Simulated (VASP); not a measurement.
# Ir (R-3m) in VASP: a series of runs

Runs on Ir. Level: r2SCAN. Tasks: single point, relaxation of cell and atoms.

Everything below comes from runs of VASP 6.6.1. Logs are shortened: lines on timing, memory, paths and dates and some standing lists are left out, and cuts for length are marked.

**1. The structure**

The structure is trigonal, space group R-3m (No. 166). The conventional cell has a = 3.683 Å, b = 3.683 Å, c = 4.233 Å, α = 90.00°, β = 90.00°, γ = 120.00°. Ir (site symmetry -3m) has 6 Ir at 2.55 Å as nearest neighbours.

The cell was built by a generator and needn't be a form met in nature.

**2. Single point, r2SCAN**

File POSCAR:

```
Ir
1.0
    3.6831630962      0.0000000000      0.0000000000
   -1.8415815481      3.1897128076      0.0000000000
    0.0000000000      0.0000000000      4.2329286713
Ir
3
Direct
    0.3333341099      0.0000000000      0.3333333333
    0.0000000000      0.3333341099      0.6666666667
    0.6666658901      0.6666658901      0.0000000000
```

File INCAR.step1:

```
PREC     = Accurate       # precision mode
ENCUT    = 520            # plane-wave cutoff, eV
ISMEAR   = 0              # smearing method
SIGMA    = 0.1            # smearing width, eV
LREAL    = F              # projectors in reciprocal space
LASPH    = T              # aspherical terms in the spheres
NELM     = 100            # most SCF steps
NBANDS   = 20             # bands
GGA      = PE             # functional
ALGO     = Normal         # electronic algorithm
EDIFF    = 1E-4           # SCF threshold, eV
LWAVE    = T              # write WAVECAR
LCHARG   = F              # write CHGCAR
```

File INCAR.step2:

```
PREC     = Accurate       # precision mode
ENCUT    = 520            # plane-wave cutoff, eV
EDIFF    = 1E-7           # SCF threshold, eV
ISMEAR   = 0              # smearing method
SIGMA    = 0.1            # smearing width, eV
LREAL    = F              # projectors in reciprocal space
LASPH    = T              # aspherical terms in the spheres
NELM     = 100            # most SCF steps
ALGO     = Normal         # electronic algorithm
ISIF     = 2              # what is computed and relaxed
LWAVE    = F              # write WAVECAR
LCHARG   = T              # write CHGCAR
METAGGA  = R2SCAN         # meta-GGA
LMIXTAU  = T            
LELF     = T              # ELF
LVHAR    = T            
NBANDS   = 20             # bands
ISTART   = 1
```

File KPOINTS:

```
Automatic mesh
0
Gamma
  6 6 4
```

Potentials or basis: VASP PAW PBE potentials, release 64 (Ir).

Launch:

```
> cat potpaw_PBE.64/Ir/POTCAR > POTCAR
> cp INCAR.step1 INCAR
> mpirun -np 1 vasp_std > vasp.out
> cp INCAR.step2 INCAR
> mpirun -np 1 vasp_std > vasp.out
```

OUTCAR:

```text
PREC = Accurate
   ENCUT = 520
   EDIFF = 1E-7
   ISMEAR = 0
   LREAL = F
   LASPH = T
   NELM = 100
   ISIF = 2
   METAGGA = R2SCAN
   ISTART = 1

 ion  position               nearest neighbor table
   1  0.333  0.000  0.333-   3 2.55   3 2.55   2 2.55   2 2.55   3 2.55   2 2.55
   2  0.000  0.333  0.667-   3 2.55   3 2.55   1 2.55   1 2.55   3 2.55   1 2.55
   3  0.667  0.667  0.000-   2 2.55   2 2.55   1 2.55   1 2.55   1 2.55   2 2.55

  LATTYP: Found a hexagonal cell.
 ALAT       =     3.6831630962
 C/A-ratio  =     1.1492645209

  Lattice vectors:

 A1 = (   3.6831630962,   0.0000000000,   0.0000000000)
 A2 = (  -1.8415815481,   3.1897128076,   0.0000000000)
 A3 = (   0.0000000000,   0.0000000000,   4.2329286713)

Analysis of symmetry for initial positions (statically):
=====================================================================
 Subroutine PRICEL returns following result:

  LATTYP: Found a trigonal (rhomboedric) cell.
 ALAT       =     2.5520132782
 COS(alpha) =    -0.0414708041

  Lattice vectors:

 A1 = (  -1.8415858384,   1.0632400796,   1.4109762240)
 A2 = (  -0.0000042903,  -2.1264727280,   1.4109762240)
 A3 = (   1.8415901288,   1.0632326485,   1.4109762232)

   3 primitive cells build up your supercell.

 Routine SETGRP: Setting up the symmetry group for a
 hexagonal supercell.

 Subroutine GETGRP returns: Found 12 space group operations
 (whereof  2 operations were pure point group operations)
 out of a pool of 24 trial point group operations.

The static configuration has the point symmetry C_2 .
 The point group associated with its full space group is D_3d.

Analysis of symmetry for dynamics (positions and initial velocities):
=====================================================================
 Subroutine PRICEL returns following result:

  LATTYP: Found a trigonal (rhomboedric) cell.
 ALAT       =     2.5520132782
 COS(alpha) =    -0.0414708041

  Lattice vectors:

 A1 = (  -1.8415858384,   1.0632400796,   1.4109762240)
 A2 = (  -0.0000042903,  -2.1264727280,   1.4109762240)
 A3 = (   1.8415901288,   1.0632326485,   1.4109762232)

   3 primitive cells build up your supercell.

[... 97 lines left out ...]
   ISTART =      1    job   : 0-new  1-cont  2-samecut
   ICHARG =      0    charge: 1-file 2-atom 10-const
   ISPIN  =      1    spin polarized calculation?
   LNONCOLLINEAR =      F non collinear calculations
   LSORBIT =      F    spin-orbit coupling
   LASPH  =      T    aspherical Exc in radial PAW
   ENCUT  =  520.0 eV  38.22 Ry    6.18 a.u.   6.85  6.85  7.87*2*pi/ulx,y,z
   NELM   =    100;   NELMIN=  2; NELMDL=  0     # of ELM steps
   EDIFF  = 0.1E-06   stopping-criterion for ELM
   LREAL  =      F    real-space projection
   EDIFFG = 0.1E-05   stopping-criterion for IOM
   NSW    =      0    number of steps for IOM
   IBRION =     -1    ionic relax: 0-MD 1-quasi-New 2-CG
   NFREE  =      0    steps in history (QN), initial steepest desc. (CG)
   ISIF   =      2    stress and relaxation
   ISYM   =      2    0-nonsym 1-usesym 2-fastsym
   POTIM  = 0.5000    time-step for ionic-motion
   TEBEG  =    0.0;   TEEND  =   0.0 temperature during run
   PSTRESS=    0.0 pullay stress
   NELECT =      27.0000    total number of electrons
   NUPDOWN=      -1.0000    fix difference up-down
   EMIN   =  10.00;   EMAX   =-10.00  energy-range for DOS
   EFERMI =   0.00;   METHOD = LEGACY
   ISMEAR =     0;   SIGMA  =   0.10  broadening in eV -4-tet -1-fermi 0-gaus
   EFERMI_NEDOS =   21; number of points for ismear=-14 and -15
   IALGO  =     38    algorithm
   IMIX   =      4    mixing-type and parameters
     AMIX     =   0.40;   BMIX     =  1.00
     AMIX_MAG =   1.60;   BMIX_MAG =  1.00
  volume/ion in A,a.u.               =      16.58       111.86
  Fermi-wavevector in a.u.,A,eV,Ry     =   1.335544  2.523813 24.268416  1.783678
  Thomas-Fermi vector in A             =   2.464240
   LORBIT       =      0    0 simple, 1 ext, 2 COOP (PROOUT), +10 PAW based schemes
   METAGGA = R2SCAN    functional components
   LHFCALC =     F    Hartree Fock is set to
   AEXX    =    0.0000 exact exchange contribution
   IVDW    =     0    specifies the selected vdW correction
   LEPSILON=     F    determine dielectric tensor
   LRPA    =     F    only Hartree local field effects (RPA)
 non-spin polarized calculation
 Gauss-broadening in eV      SIGMA  =   0.10
  energy-cutoff  :      520.00
  volume of cell :       49.73
 maximum number of plane-waves:      1350
   NGX = 13   NGY = 13   NGZ = 15

 number of electron      27.0000000 magnetization

 Free energy of the ion-electron system (eV)
  ---------------------------------------------------
  ext. energy  EPLUGINS =         0.00000000
  ---------------------------------------------------
  free energy    TOTEN  =      -154.07220144 eV

  energy without entropy =     -154.04698988  energy(sigma->0) =     -154.05959566

 E-fermi :   7.4077     XC(G=0): -13.9451

 val. band max:        7.4046842378   @ k =   0.3333   0.3333   0.5000
 cond. band min:       7.5193676161   @ k =   0.1667   0.1667   0.2500
 fundamental gap:      0.1146833783
 Fermi energy:         7.4076913005

 k-point     1 :       0.0000    0.0000    0.0000
  band No.  band energies     occupation
      1      -1.9914      2.00000
      2       1.2009      2.00000
      3       1.2009      2.00000
      4       2.5460      2.00000
      5       2.5460      2.00000
      6       3.5176      2.00000
[... 541 lines left out ...]
     19      14.1064      0.00000
     20      14.1064      0.00000

------------------------ aborting loop because EDIFF is reached ----------------------------------------

  FORCE on cell =-STRESS in cart. coord.  units (eV):
  Direction    XX          YY          ZZ          XY          YZ          ZX
  --------------------------------------------------------------------------------------
  -------------------------------------------------------------------------------------
  Total        0.4607860      0.4607860      0.4012759      0.0000000      0.0000000      0.0000000
  in kB       14.8455514     14.8455514     12.9282621      0.0000000      0.0000000      0.0000000
  external PRESSURE =      14.2064550 kB  Pullay stress =       0.0000000 kB

 VOLUME and BASIS-vectors are now :
 -----------------------------------------------------------------------------
  energy-cutoff  :      520.00
  volume of cell :       49.73
      direct lattice vectors                 reciprocal lattice vectors
     3.683163096  0.000000000  0.000000000     0.271505761  0.156753924  0.000000000
    -1.841581548  3.189712808  0.000000000     0.000000000  0.313507849  0.000000000
     0.000000000  0.000000000  4.232928671     0.000000000  0.000000000  0.236243055

 POSITION                                       TOTAL-FORCE (eV/Angst)
 -----------------------------------------------------------------------------------
      1.22772      0.00000      1.41098        -0.000000      0.000000      0.000000
     -0.61386      1.06324      2.82195         0.000000      0.000000      0.000000
      1.22772      2.12647      0.00000         0.000000     -0.000000     -0.000000
 -----------------------------------------------------------------------------------
    total drift:                               -0.000244      0.000414     -0.000033

  FREE ENERGIE OF THE ION-ELECTRON SYSTEM (eV)
  ---------------------------------------------------
  free  energy   TOTEN  =      -154.0722014439 eV

  energy  without entropy=     -154.0469898835  energy(sigma->0) =     -154.05959566
```

OUTCAR.step1:

```text
PREC = Accurate
   ENCUT = 520
   ISMEAR = 0
   LREAL = F
[... 796 lines left out ...]
      1.22772      0.00000      1.41098        -0.000000      0.000000      0.000000
     -0.61386      1.06324      2.82195        -0.000000     -0.000000     -0.000000
      1.22772      2.12647      0.00000         0.000000     -0.000000      0.000000
 -----------------------------------------------------------------------------------
    total drift:                               -0.000233      0.000394     -0.000033

  FREE ENERGIE OF THE ION-ELECTRON SYSTEM (eV)
  ---------------------------------------------------
  free  energy   TOTEN  =       -23.6012317188 eV

  energy  without entropy=      -23.5760411388  energy(sigma->0) =      -23.58863643
```

Wall time 61 s (1 thread of AMD EPYC 9R45 (Zen 5), shared host); peak memory 0.15 GiB.

Results:

```yaml
Free_energy: -154.0722 eV
Pressure: 1.4 GPa
Band_gap_on_the_k_mesh: none (metal or under the smearing width)
```

Stress tensor (GPa, compression positive):
```
1.48 0.00 0.00
0.00 1.48 0.00
0.00 0.00 1.29
```

Levels at points of the mesh, in eV from the Fermi level:
```tsv
k point	band 12	band 13	band 14	band 15	band 16	band 17
(0.00, 0.00, 0.00)	-0.10	-0.10	1.37	1.53	1.53	4.16
(0.50, 0.00, 0.00)	-0.75	-0.04	-0.04	0.34	0.34	3.71
(0.00, 0.00, 0.50)	-0.02	-0.02	-0.02	-0.02	3.90	3.90
(0.50, 0.00, 0.50)	-1.31	-0.63	-0.30	-0.30	1.61	1.61
```

Caveat: the k mesh is coarse (spacing up to 0.37 Å⁻¹), so the values aren't converged; the PAW data sets were made with another functional, which shifts forces and pressure a little.

**3. Relaxation of cell and atoms, r2SCAN**

This run uses another cell than the first one, of 14.60 Å³/atom, 0.881 times its volume.

File POSCAR:

```
Ir
1.0
    3.5455382034      0.0000000000      0.0000000000
   -1.7727691017      3.0705261543      0.0000000000
    0.0000000000      0.0000000000      4.0225317782
Ir
3
Direct
    0.2254000000      0.0000000000      0.3333333333
    0.0000000000      0.2254000000      0.6666666667
    0.7746000000      0.7746000000      0.0000000000
```

File INCAR.step1:

```
  PREC = Accurate
  ENCUT = 600
  ISMEAR = 0
  SIGMA = 0.1
  LREAL = F
  LASPH = T
  NELM = 100
  GGA = PE
  ALGO = Normal
  EDIFF = 1E-4
  LWAVE = T
  LCHARG = F
```

File INCAR.step2:

```
  PREC = Accurate
  ENCUT = 600
  EDIFF = 1E-6
  ISMEAR = 0
  SIGMA = 0.1
  LREAL = F
  LASPH = T
  NELM = 100
  ALGO = Normal
  ISIF = 3
  LWAVE = F
  LCHARG = F
  METAGGA = R2SCAN
  LMIXTAU = T
  IBRION = 2
  NSW = 90
  EDIFFG = -0.04
  ISTART = 1
```

File KPOINTS:

```
regular mesh
0
Gamma
  6 6 4
```

Potentials or basis: VASP PAW PBE potentials, release 64 (Ir).

Launch:

```
> cat potpaw_PBE.64/Ir/POTCAR > POTCAR
> cp INCAR.step1 INCAR
> mpirun -np 1 vasp_std > vasp.out
> cp INCAR.step2 INCAR
> mpirun -np 1 vasp_std > vasp.out
```

OUTCAR:

```text
PREC = Accurate
   ENCUT = 600
   EDIFF = 1E-6
   ISMEAR = 0
   LREAL = F
   LASPH = T
   NELM = 100
   ISIF = 3
   METAGGA = R2SCAN
   IBRION = 2
   NSW = 90
   EDIFFG = -0.04
   ISTART = 1

 ion  position               nearest neighbor table
   1  0.225  0.000  0.333-   3 1.93   2 1.93   3 2.79   3 2.79   2 2.79   2 2.79   2 3.02   3 3.02

   2  0.000  0.225  0.667-   3 1.93   1 1.93   3 2.79   3 2.79   1 2.79   1 2.79   1 3.02   3 3.02

   3  0.775  0.775  0.000-   1 1.93   2 1.93   1 2.79   2 2.79   2 2.79   1 2.79   1 3.02   2 3.02

  LATTYP: Found a hexagonal cell.
 ALAT       =     3.5455382034
 C/A-ratio  =     1.1345334749

  Lattice vectors:

 A1 = (   3.5455382034,   0.0000000000,   0.0000000000)
 A2 = (  -1.7727691017,   3.0705261543,   0.0000000000)
 A3 = (   0.0000000000,   0.0000000000,   4.0225317782)

Analysis of symmetry for initial positions (statically):
=====================================================================
 Subroutine PRICEL returns:
 Original cell was already a primitive cell.

 Routine SETGRP: Setting up the symmetry group for a
 hexagonal supercell.

 Subroutine GETGRP returns: Found  6 space group operations
 (whereof  2 operations were pure point group operations)
 out of a pool of 24 trial point group operations.

The static configuration has the point symmetry C_2 .
 The point group associated with its full space group is D_3 .

Analysis of symmetry for dynamics (positions and initial velocities):
[... 148 lines left out ...]
  volume of cell :       43.79
 maximum number of plane-waves:      1487
   NGX = 15   NGY = 15   NGZ = 17

--------------------------------------- Ionic step        1  -------------------------------------------

 number of electron      27.0000000 magnetization

 Free energy of the ion-electron system (eV)
  ---------------------------------------------------
  ext. energy  EPLUGINS =         0.00000000
  ---------------------------------------------------
  free energy    TOTEN  =      -143.43864131 eV

  energy without entropy =     -143.42171517  energy(sigma->0) =     -143.43017824

 E-fermi :  10.4398     XC(G=0): -14.6117

 val. band max:       10.4396714334   @ k =   0.1667   0.1667   0.0000
 cond. band min:      10.4418498112   @ k =  -0.1667   0.5000   0.2500
 fundamental gap:      0.0021783778
 Fermi energy:        10.4397633717
[... 1547 lines left out ...]
      4      -0.2088      2.00000
      5      -0.1708      2.00000
      6      -0.1708      2.00000
[... 9 lines left out ...]
     16       4.6538      0.00000
     17       4.9265      0.00000

[... ionic steps 4 to 12 ...]

--------------------------------------- Ionic step       13  -------------------------------------------

 number of electron      27.0000000 magnetization

------------------------ aborting loop because EDIFF is reached ----------------------------------------
[... 69 lines left out ...]
--------------------------------------- Ionic step       15  -------------------------------------------

 number of electron      27.0000001 magnetization

 Free energy of the ion-electron system (eV)
  ---------------------------------------------------
  ext. energy  EPLUGINS =         0.00000000
  ---------------------------------------------------
  free energy    TOTEN  =      -154.06954143 eV

  energy without entropy =     -154.04467563  energy(sigma->0) =     -154.05710853

 E-fermi :   7.3340     XC(G=0): -13.9010

 val. band max:        7.2985844768   @ k =   0.3333   0.3333   0.2500
 cond. band min:       7.3394798508   @ k =   0.3333   0.3333   0.5000
 fundamental gap:      0.0408953740
 Fermi energy:         7.3339719786
[... 508 lines left out ...]
  FREE ENERGIE OF THE ION-ELECTRON SYSTEM (eV)
  ---------------------------------------------------
  free  energy   TOTEN  =      -154.0695414290 eV

  energy  without entropy=     -154.0446756280  energy(sigma->0) =     -154.05710853

 reached required accuracy - stopping structural energy minimisation
```

Wall time 13 min (1 thread of AMD EPYC 9R45 (Zen 5), shared host); peak memory 0.17 GiB.

What came out:

```yaml
Free_energy: -154.0695 eV
Relaxed_volume: 16.68 Å³/atom
Relaxed_cell: a = 3.682 Å, b = 3.682 Å, c = 4.262 Å, α = 90.00°, β = 90.00°, γ = 120.00°
Space_group_after_relaxing_to_0.05_Å: R-3m (No. 166)
Energy_gained_by_relaxing: 3543.6 meV/atom
Ionic_steps: 15
Pressure_after_relaxing: -0.1 GPa
Largest_force_after_relaxing: 0.014 eV/Å
```

Forces in eV/Å, atoms in the order of the input:
```
Ir  -0.014  0.000  0.000
Ir   0.007 -0.012  0.000
Ir   0.007  0.012  0.000
```

Step by step:
```tsv
step	energy change (eV)	largest force (eV/Å)	pressure (GPa)	volume (Å³)
1	0.0000	23.8099	157.93	43.79
2	10.2830	0.3302	-13.25	205.96
3	6.0202	0.0654	-14.44	161.32
4	3.3197	0.2449	-18.57	136.18
5	-5.2644	1.3884	-35.37	81.85
6	-9.3273	0.4750	-31.28	60.96
7	-10.5664	0.1230	-8.56	51.93
8	-10.5822	0.6090	3.74	49.62
9	-10.6022	0.3399	-2.25	50.65
10	-10.6022	0.3720	-1.45	50.51
11	-10.6108	0.2862	3.47	49.52
12	-10.6118	0.3067	2.22	49.75
13	-10.6214	0.1991	1.46	49.83
14	-10.6308	0.0256	-0.24	50.06
15	-10.6309	0.0143	-0.13	50.04
```

Final structure:
```xyz
3
Lattice="3.6820 0.0000 0.0000 -1.8410 3.1887 0.0000 0.0000 0.0000 4.2622" Properties=species:S:1:pos:R:3 pbc="T T T"
Ir    1.2281    0.0000    1.4207
Ir   -0.6141    1.0636    2.8414
Ir    1.2269    2.1251    0.0000
```

Caveat: the k mesh is coarse (spacing up to 0.39 Å⁻¹), so the values aren't converged; the bands computed are all filled at some k points, so no gap is given; the PAW data sets were made with another functional, which shifts forces and pressure a little.

**4. Single point, r2SCAN**

This run uses another cell than the first one: it holds 1 atom, not 3.

File POSCAR:

```
Ir
1.0
    1.8043510422      1.0417425599      1.4720927946
   -1.8043510422      1.0417425599      1.4720927946
    0.0000000000     -2.0834851199      1.4720927946
Ir
1
Direct
    0.5000000000      0.5000000000      0.5000000000
```

File INCAR.step1:

```
SYSTEM = Ir
PREC = Accurate
ENCUT = 520
ISMEAR = 0
SIGMA = 0.1
LREAL = .False.
LASPH = .True.
NELM = 100
NBANDS = 10
GGA = PE
ALGO = Normal
EDIFF = 1E-4
LWAVE = .True.
LCHARG = .False.
```

File INCAR.step2:

```
SYSTEM = Ir
PREC = Accurate
ENCUT = 520
EDIFF = 1E-6
ISMEAR = 0
SIGMA = 0.1
LREAL = .False.
LASPH = .True.
NELM = 100
ALGO = Normal
ISIF = 2
LWAVE = .False.
LCHARG = .False.
METAGGA = R2SCAN
LMIXTAU = .True.
NBANDS = 10
ISTART = 1
```

File KPOINTS:

```
Automatic mesh
0
Gamma
  21 21 21
  0 0 0
```

Launch:

```
> cat potpaw_PBE.64/Ir/POTCAR > POTCAR
> cp INCAR.step1 INCAR
> mpirun -np 1 vasp_std > vasp.out
> cp INCAR.step2 INCAR
> mpirun -np 1 vasp_std > vasp.out
```

Run time: 3.6 min. Hardware: 1 thread of AMD EPYC 9R45 (Zen 5), shared host; peak memory 0.23 GiB.

It converged, with:

- Free energy: -51.3525 eV
- Pressure: 1.6 GPa
- Band gap on the k mesh: none (metal or under the smearing width)

Levels at points of the mesh, in eV from the Fermi level:
```csv
k point,band 1,band 2,band 3,band 4,band 5,band 6,band 7,band 8,band 9,band 10
"(0.00, 0.00, 0.00)",-9.54,-6.38,-6.38,1.37,1.37,1.37,16.53,16.53,16.54,23.16
```

Caveat: the PAW data sets were made with another functional, which shifts forces and pressure a little.

**5. Overview**

```tsv
task	cell	k mesh	cutoff (eV)	mesh quality	gap on the mesh (eV)	pressure (GPa)
single point	R-3m, 16.58 Å³/atom	6 × 6 × 4	520	coarse	none	1.4
relaxation of cell and atoms	relaxed	6 × 6 × 4	600	coarse	-	-0.1
single point	R-3m, 16.6 Å³/atom	21 × 21 × 21	520	not flagged	none	1.6
```

Alike in all rows: level r2SCAN; potentials or basis VASP PAW PBE potentials, release 64 (Ir); no spin polarisation; smearing gaussian 0.1 eV.

Caveats: some runs use coarse meshes; the PAW data sets were made with another functional, which shifts forces and pressure a little; the bands computed are all filled at some k points, so no gap is given (some runs).

Total energies depend on the potentials used, so only differences within one code and one set of settings carry meaning.
